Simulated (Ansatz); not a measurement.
# A strain series on CuI (zincblende): epitaxial in the xy plane

Zincblende CuI, relaxed with r2SCAN in Ansatz, then strained (epitaxial in the xy plane; changes of length per length, axes as in the cell below) with the atoms relaxed again within the symmetry that is left. The symmetry is F-43m (No. 216, cubic); conventional cell a = 6.024 Å, 27.33 Å³ an atom. Cu has 4 I at 2.61 Å; I has 4 Cu at 2.61 Å. The values are computed, spin-unpolarised, and not measurements.

```
Cu I
1.0
     0.00000    3.01203    3.01203
     3.01203    0.00000    3.01203
     3.01203    3.01203    0.00000
Cu I
1 1
Direct
  0.00000 0.00000 0.00000
  0.25000 0.25000 0.25000
```

Gaps are the least over each mesh (PBE 8×8×8, r2SCAN 8×8×8, HSE06 6×6×6 when unstrained) and the special points, which keep their unstrained names; stress is the change from the unstrained cell, compression positive.

```
strain (%)  free normal strain (%)  gap, PBE (eV)  gap, r2SCAN (eV)  gap, HSE06 (eV)  edges, HSE06  in-plane stress, r2SCAN (GPa)  energy rise, r2SCAN (meV/atom)
     -5.91                   +7.86          1.176             1.687            2.629             Γ                          +3.10                            29.3
      -4.0                   +5.26          1.185             1.689            2.653             Γ                          +1.99                            12.7
     -3.45                   +4.56          1.184             1.686            2.656             Γ                          +1.68                             9.3
       0.0                    0.00          1.173             1.667            2.670             Γ                           0.00                             0.0
      +3.0                   -4.14          1.063             1.555            2.560             Γ                          -1.15                             6.2
      +4.0                   -5.49          1.035             1.528            2.533             Γ                          -1.50                            10.7
```

Between zero and the nearest strains the slope of the HSE06 gap against strain is +0.004 eV per percent for negative and -0.037 for positive strain; it falls either way, as happens when edge states split or other valleys take over.

Spin-orbit coupling is left out, which matters wherever the heavy atoms make up the band edges.

The meshes of the hybrids are coarse, so their gaps aren't converged to the digits shown.
